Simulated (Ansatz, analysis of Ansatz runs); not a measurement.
# A hop of O in TiO2 (I4_1/amd), charge +2, part 2 of 2

Wanted: path and barrier of a jump of O in TiO2 (I4_1/amd) at charge +2. The case: V_O hop (2.5 Å), in a cell of 48 host atoms with 1 O taken out.

Ansatz 0.2.0; plane-wave PAW DFT, PBEsol; nudged elastic band between two relaxed defect structures at fixed charge in a uniform background.

So far: Starting point; Relaxation of the start point, charge +2; Relaxation of the end point, charge +2.

## (4) Nudged elastic band, charge +2

3 movable images are laid between the ends on a pair-potential path, which keeps atoms from colliding in the first guess. Each image feels the true force across the path and a spring force along it. The highest image is set to climb to the top of the path.

This step: plane-wave PAW DFT, PBEsol; nudged elastic band between two relaxed defect structures at fixed charge in a uniform background.

qp2_c48k1s.neb/input.yaml

```yaml
crystal:
  lattice:
    - [7.53758642, 0.0, 0.0]
    - [0.0, 7.53758642, 0.0]
    - [0.0, 0.0, 9.55830747]
  atoms:
    - { symbol: Ti, position: [-0.00019379, -0.00353112, -0.00064808] }
    - { symbol: Ti, position: [0.22997392, 0.24968117, 0.51201983] }
    - { symbol: Ti, position: [0.01443956, 0.24930812, 0.24523031] }
    - { symbol: Ti, position: [0.25092499, -0.00446984, 0.75204599] }
    - { symbol: O, position: [9.812e-05, 0.25049658, 0.46203145] }
    - { symbol: O, position: [0.24989314, -0.00254508, 0.95710877] }
    - { symbol: O, position: [-0.00376985, 0.00334397, 0.21253853] }
    - { symbol: O, position: [0.24744035, 0.24939625, 0.71090962] }
    - { symbol: O, position: [0.00875019, 0.24966545, 0.0479218] }
    - { symbol: O, position: [0.26931348, 0.0044251, 0.54108042] }
    - { symbol: O, position: [0.00048731, 0.00077437, 0.79279517] }
    - { symbol: O, position: [0.26663542, 0.24923973, 0.30923397] }
    - { symbol: Ti, position: [-0.00068546, 0.50332247, -0.00026764] }
    - { symbol: Ti, position: [0.2519081, 0.74943441, 0.49819318] }
    - { symbol: Ti, position: [-0.00178459, 0.7494877, 0.25375474] }
    - { symbol: Ti, position: [0.25040906, 0.50292065, 0.75229673] }
    - { symbol: O, position: [-0.00083794, 0.74990014, 0.46061124] }
    - { symbol: O, position: [0.24961965, 0.50300821, 0.95710538] }
    - { symbol: O, position: [-0.00334725, 0.49583455, 0.21214304] }
    - { symbol: O, position: [0.24191202, 0.74924333, 0.70429285] }
    - { symbol: O, position: [0.00020123, 0.74991118, 0.04603762] }
    - { symbol: O, position: [0.26994314, 0.49473788, 0.5407771] }
    - { symbol: O, position: [0.0002371, 0.49717322, 0.79273813] }
    - { symbol: O, position: [0.24830661, 0.7490579, 0.29246979] }
    - { symbol: Ti, position: [0.50065508, -0.00790486, -0.00467097] }
    - { symbol: Ti, position: [0.76813443, 0.24997284, 0.50786176] }
    - { symbol: Ti, position: [0.49872203, 0.24990963, 0.2246189] }
    - { symbol: Ti, position: [0.75111827, -0.00276562, 0.75109722] }
    - { symbol: O, position: [0.7518267, 0.00189697, 0.9575112] }
    - { symbol: O, position: [0.49563143, -0.0018743, 0.20287923] }
    - { symbol: O, position: [0.74923004, 0.24936146, 0.71018775] }
    - { symbol: O, position: [0.50192964, 0.24980913, 0.03371191] }
    - { symbol: O, position: [0.73236906, 0.00361308, 0.54165787] }
    - { symbol: O, position: [0.50042438, -0.00645102, 0.79138324] }
    - { symbol: O, position: [0.71925933, 0.24930218, 0.31479976] }
    - { symbol: Ti, position: [0.5002067, 0.50751258, -0.00473725] }
    - { symbol: Ti, position: [0.74637694, 0.75011046, 0.49954901] }
    - { symbol: Ti, position: [0.49920012, 0.74976229, 0.24972456] }
    - { symbol: Ti, position: [0.75081957, 0.50108581, 0.75106965] }
    - { symbol: O, position: [0.49914999, 0.75046429, 0.45521968] }
    - { symbol: O, position: [0.75171357, 0.49850637, 0.95770135] }
    - { symbol: O, position: [0.49539868, 0.5010535, 0.20313603] }
    - { symbol: O, position: [0.7575797, 0.74945417, 0.70517712] }
    - { symbol: O, position: [0.50450027, 0.74971948, 0.03889312] }
    - { symbol: O, position: [0.73142595, 0.49563226, 0.54196525] }
    - { symbol: O, position: [0.500206, 0.50437691, 0.79160016] }
    - { symbol: O, position: [0.74897801, 0.74874571, 0.29257693] }
total_charge: 2
basis:
  ecutwfc: 420
  xc_grid: 2
hamiltonian:
  xc: pbesol
kpoints:
  mp_grid: { grid: [1, 1, 1], shift: [0.25, 0.25, 0.25] }
scf:
  occupations: { method: fixed }
  max_iter: 100
output:
  forces: true
neb:
  images: 3
  f_tol: 0.04
  climbing: true
  initial_path: idpp
  max_iterations: 45
  order_check: false
  final_atoms:
    - { symbol: Ti, position: [-1.678e-05, -0.00259672, -0.0013556] }
    - { symbol: Ti, position: [0.24993899, 0.24940307, 0.52517978] }
    - { symbol: Ti, position: [-0.01872742, 0.24896684, 0.24045324] }
[... 1 atom line left out ...]
    - { symbol: O, position: [0.01945387, 0.24987812, 0.4396764] }
[... 2 atom lines left out ...]
    - { symbol: O, position: [0.25031937, 0.24940813, 0.71571087] }
[... 1 atom line left out ...]
    - { symbol: O, position: [0.2490253, -0.00175169, 0.54662508] }
[... 1 atom line left out ...]
    - { symbol: O, position: [0.47774101, 0.24994029, 0.43866687] }
[... 9 atom lines left out ...]
    - { symbol: O, position: [0.24885015, 0.50088356, 0.54671755] }
[... 3 atom lines left out ...]
    - { symbol: Ti, position: [0.75328225, 0.2501148, 0.50424986] }
    - { symbol: Ti, position: [0.51881907, 0.24902793, 0.24144639] }
[... 2 atom lines left out ...]
    - { symbol: O, position: [0.4812006, 0.00379055, 0.20908813] }
[... 4 atom lines left out ...]
    - { symbol: O, position: [0.75031789, 0.24834416, 0.2868715] }
[... 6 atom lines left out ...]
    - { symbol: O, position: [0.4818398, 0.49509425, 0.20865802] }
[... 4 atom lines left out ...]
    - { symbol: O, position: [0.75009306, 0.74922927, 0.28938372] }
```

Launch:

```bash
$ ansatz run input.yaml --threads 32 --pin off --max-ram 84787MiB --backend cuda --events-out ev --progress --plain --runs-dir out --max-vram 78GiB
```

Numbers of over 12 decimals in the logs are rounded to 6 here.

The log of the run:

```text
[...]
Warning: neb: disabling space-group detection — the band's intermediate images generally break the endpoint symmetry, so the full k-mesh is solved, and no spatial operation symmetrises the density, except that a semilocal band can use its path's symmetry [...]
[...]
parallel-image band execution: 3 concurrent image workers
NEB image 0
[...]
Crystal: 47 atoms, lattice volume = 543.057 Å³
Basis set: ecut = 420 eV, 10615 PW (Γ), exchange–correlation on 108×108×128 points (8 copies of the dense FFT grid, shifted against one another)
Bands: 235, of which v1, the nominal top of the filled ones, is band 188 counted from 1 (187 counted from 0)
Symmetry: 1 space group operations
k-points: 1
[...]
SCF iter   1: F=—  HF=-57054.081094 eV  |F-HF|=—  |Δ(HF+E_count)|=         —  Δρ=1.54e-2  dr2=1.48e0  ethr=1.77e-3  ⟨swp⟩=3.0  Hψ=717  notcnv=0  defer=42
[...]
SCF iter   2: F=—  HF=-57053.893495 eV  |F-HF|=—  |Δ(HF+E_count)|=   1.88e-1  Δρ=8.55e-3  dr2=3.54e-1  ethr=3.93e-4  ⟨swp⟩=2.0  Hψ=349  notcnv=0  defer=42
[...]
SCF iter  13: F=-57053.847015 eV  HF=-57053.847015 eV  |F-HF|=1.28e-8  |Δ(HF+E_count)|=   5.34e-8  Δρ=1.86e-6  dr2=2.72e-8  ethr=2.66e-11  ⟨swp⟩=4.0  Hψ=693  notcnv=0
SCF 1 converged in 13 iterations: F = -57053.847015 eV  dr2 = 2.72e-8
[...]
NSCF: frozen V_eff on 1 k-points
NEB image 4
[...]
SCF 2 converged in 13 iterations: F = -57053.845733 eV  dr2 = 2.73e-8
[...]
NEB end point (image 0): max|allowed force component| = 1.362e-2 eV/Å (the criterion of neb.relax_end_points is 1.000e-2)
NEB end point (image 4): max|allowed force component| = 1.654e-2 eV/Å (the criterion of neb.relax_end_points is 1.000e-2)
NEB image 1
[...]
SCF 3 converged in 13 iterations: F = -57053.298807 eV  dr2 = 1.95e-8
[...]
NEB image 2
[...]
SCF 4 converged in 13 iterations: F = -57052.967857 eV  dr2 = 1.27e-8
NEB image 3
[...]
SCF 5 converged in 13 iterations: F = -57053.360337 eV  dr2 = 1.55e-8
NEB iter   1: max|band force component| = 2.093e0 eV/Å  barrier→ = 0.8792 eV  barrier← = 0.8779 eV  Δτ_max = 0.0937 Å  (65 SCF iters)
NEB image 1
[...]
SCF 6 converged in 10 iterations: F = -57053.560038 eV  dr2 = 5.92e-8
[...]
SCF 8 converged in 10 iterations: F = -57053.619215 eV  dr2 = 5.04e-8
[...]
SCF 10 converged in 12 iterations: F = -57053.612650 eV  dr2 = 4.29e-8
[...]
SCF 12 converged in 9 iterations: F = -57053.795597 eV  dr2 = 8.69e-8
[...]
SCF 14 converged in 9 iterations: F = -57053.776362 eV  dr2 = 7.45e-8
[...]
SCF 16 converged in 9 iterations: F = -57053.708171 eV  dr2 = 4.11e-8
[...]
SCF 18 converged in 8 iterations: F = -57053.822028 eV  dr2 = 7.34e-8
[...]
SCF 20 converged in 8 iterations: F = -57053.794799 eV  dr2 = 6.97e-8
[...]
SCF 22 converged in 9 iterations: F = -57053.725474 eV  dr2 = 7.27e-8
[...]
SCF 24 converged in 8 iterations: F = -57053.824424 eV  dr2 = 4.82e-8
[...]
SCF 26 converged in 8 iterations: F = -57053.803374 eV  dr2 = 3.24e-8
[...]
SCF 28 converged in 8 iterations: F = -57053.727075 eV  dr2 = 5.19e-8
[...]
SCF 30 converged in 7 iterations: F = -57053.727378 eV  dr2 = 9.45e-8
[...]
SCF 32 converged in 6 iterations: F = -57053.727498 eV  dr2 = 3.51e-8
[...]
SCF converged after 6 iterations
[...]
this run last wrote the band of iteration 11 to <dir>; this run last wrote the band within `neb.f_tol` of iteration 9 to <dir>
--- NEB band (5 images, 11 band iterations, 310 SCF iterations) ---
  forward barrier  = 0.119518 eV
  backward barrier = 0.118236 eV
  climbing image's point = of an order that was not read
  energies are F+E_penalty+E_count in eV, relative to image 0
  image     s (Å)  Δ vs image 0  max|band force component| (eV/Å)
      0    0.0000      0.000000                                 —
      1    0.6936      0.024536                          1.392e-2
  *   2    1.3873      0.119518                          1.019e-2
      3    1.9939      0.038810                          2.714e-2
      4    2.6005      0.001282                                 —
  climbing-image geometry (image 2):
  cell:  # Å, volume = 543.0572 Å³
    - [7.53758642, 0.0, 0.0]
    - [0.0, 7.53758642, 0.0]
    - [0.0, 0.0, 9.55830747]
  atoms:
    - { symbol: Ti, position: [0.000616, -0.005052, -0.001504] }
    - { symbol: Ti, position: [0.231335, 0.249449, 0.522844] }
    - { symbol: Ti, position: [-0.029240, 0.248523, 0.236487] }
    - { symbol: Ti, position: [0.250170, -0.006179, 0.754848] }
    - { symbol: O, position: [0.007093, 0.250504, 0.447023] }
    - { symbol: O, position: [0.247909, 0.000132, 0.960038] }
    - { symbol: O, position: [0.017602, 0.006220, 0.211205] }
    - { symbol: O, position: [0.254895, 0.249470, 0.719030] }
    - { symbol: O, position: [-0.020879, 0.249681, 0.040748] }
    - { symbol: O, position: [0.242723, -0.001765, 0.549530] }
    - { symbol: O, position: [0.000187, -0.006125, 0.793885] }
    - { symbol: O, position: [0.374851, 0.249652, 0.375017] }
    - { symbol: Ti, position: [0.000171, 0.505072, -0.001710] }
    - { symbol: Ti, position: [0.248947, 0.749488, 0.502684] }
    - { symbol: Ti, position: [0.005648, 0.747850, 0.254206] }
    - { symbol: Ti, position: [0.249845, 0.504224, 0.754729] }
    - { symbol: O, position: [-0.001586, 0.748976, 0.459049] }
    - { symbol: O, position: [0.247762, 0.499230, 0.959950] }
    - { symbol: O, position: [0.017012, 0.493024, 0.211225] }
    - { symbol: O, position: [0.257304, 0.749346, 0.711871] }
    - { symbol: O, position: [-0.005489, 0.749607, 0.047972] }
    - { symbol: O, position: [0.243022, 0.500800, 0.549385] }
    - { symbol: O, position: [-8.792317790045146e-5, 0.505096, 0.793768] }
    - { symbol: O, position: [0.251700, 0.749803, 0.293978] }
    - { symbol: Ti, position: [0.500162, -0.005142, -0.004640] }
    - { symbol: Ti, position: [0.778963, 0.250635, 0.513695] }
    - { symbol: Ti, position: [0.518446, 0.249602, 0.227273] }
    - { symbol: Ti, position: [0.749873, -0.006045, 0.751878] }
    - { symbol: O, position: [0.750066, -0.006325, 0.956340] }
    - { symbol: O, position: [0.506504, -0.001621, 0.200777] }
    - { symbol: O, position: [0.770545, 0.249374, 0.709425] }
    - { symbol: O, position: [0.495483, 0.249591, 0.031026] }
    - { symbol: O, position: [0.732748, 0.006097, 0.538904] }
    - { symbol: O, position: [0.502173, -0.000374, 0.790213] }
    - { symbol: O, position: [0.742607, 0.248597, 0.303129] }
    - { symbol: Ti, position: [0.499837, 0.505264, -0.004724] }
    - { symbol: Ti, position: [0.744083, 0.751344, 0.495887] }
    - { symbol: Ti, position: [0.500732, 0.749606, 0.247451] }
    - { symbol: Ti, position: [0.749415, 0.504166, 0.751661] }
    - { symbol: O, position: [0.498023, 0.749282, 0.456150] }
    - { symbol: O, position: [0.749784, 0.505475, 0.956217] }
    - { symbol: O, position: [0.507024, 0.500862, 0.200544] }
    - { symbol: O, position: [0.755629, 0.749464, 0.702129] }
    - { symbol: O, position: [0.492509, 0.749762, 0.038259] }
    - { symbol: O, position: [0.732161, 0.492914, 0.538936] }
    - { symbol: O, position: [0.502024, 0.499185, 0.790099] }
    - { symbol: O, position: [0.751359, 0.750182, 0.291039] }
```

Run time: 7.7 s. Hardware: 1 × NVIDIA GB200 with 32 threads of Arm Neoverse V2, shared host; peak memory 1.5 GiB; 30 s of CPU time.

Reading the cycles: dr2 is the Hartree energy of the density residual (eV), the measure of convergence; HF is the Harris–Foulkes estimate of the energy, which meets the free energy F at convergence.

Images along the path:

| image | path (Å) | energy (eV) | O12: x, y, z (Å) |
| --- | --- | --- | --- |
| 0 | 0.000 | 0.0000 | 2.010, 1.879, 2.956 |
| 1 | 0.694 | 0.0245 | 2.358, 1.878, 3.173 |
| 2 | 1.387 | 0.1195 | 2.825, 1.882, 3.585 |
| 3 | 1.994 | 0.0388 | 3.238, 1.883, 3.948 |
| 4 | 2.601 | 0.0013 | 3.601, 1.884, 4.193 |

Read from the output:

```yaml
free_energy: -57053.7275 eV
barrier_forward: 0.1195 eV
barrier_backward: 0.1182 eV
end_less_start: 0.001282 eV
hop_length: 2.016 Å
```

Track of the atom that was set to move:

| image | x (Å) | y (Å) | z (Å) | nearest neighbour | distance (Å) |
| --- | --- | --- | --- | --- | --- |
| 0 | 2.01 | 1.879 | 2.956 | Ti | 1.927 |
| 1 | 2.358 | 1.878 | 3.173 | Ti | 1.812 |
| 2 | 2.825 | 1.882 | 3.585 | Ti | 1.779 |
| 3 | 3.238 | 1.883 | 3.948 | Ti | 1.804 |
| 4 | 3.601 | 1.884 | 4.193 | Ti | 1.906 |

The band met its tolerance of 0.04 eV/Å after 11 iterations, with image 2 on top (the start counts as 0). O12, which moves farthest between the ends, has 3 Ti at 1.93 to 2.00 Å nearest at the start and 2 Ti at 1.78 Å at the top.

## (5) What came out

```
barrier forward                         : 0.12 eV
barrier backward                        : 0.12 eV
end less start                          : 0.00 eV
hop length                              : 2.02 Å
band iterations, as the log counts them : 11
```

What this shows: The top of the band lies 0.12 eV above the start and 0.12 eV above the end. With an assumed prefactor of 1e13 per second it gives one hop a second along this one path at about 50 K; whether such hops link up through the crystal wasn't checked. At the top O12 stands 1.78 Å from its nearest Ti, 0.15 Å closer than at the start. The order of the top as a saddle was not checked for all atoms, so a bent path could be lower. No image-charge correction is applied; it largely cancels along a path if the charge stays localised alike. Limits: one k-point off the zone centre stands for the whole zone; periodic copies of the defect are only 7.5 Å apart.

[Logs are printed without paths, hosts, clocks, repeated set-up lines and the standing remarks that a program may print on its own settings, such as how far it seeks lower states.]

[Hosts, paths, dates, database ids (printed as entryN), source tags and the programs' standing remarks are cut or masked in the printed files.]
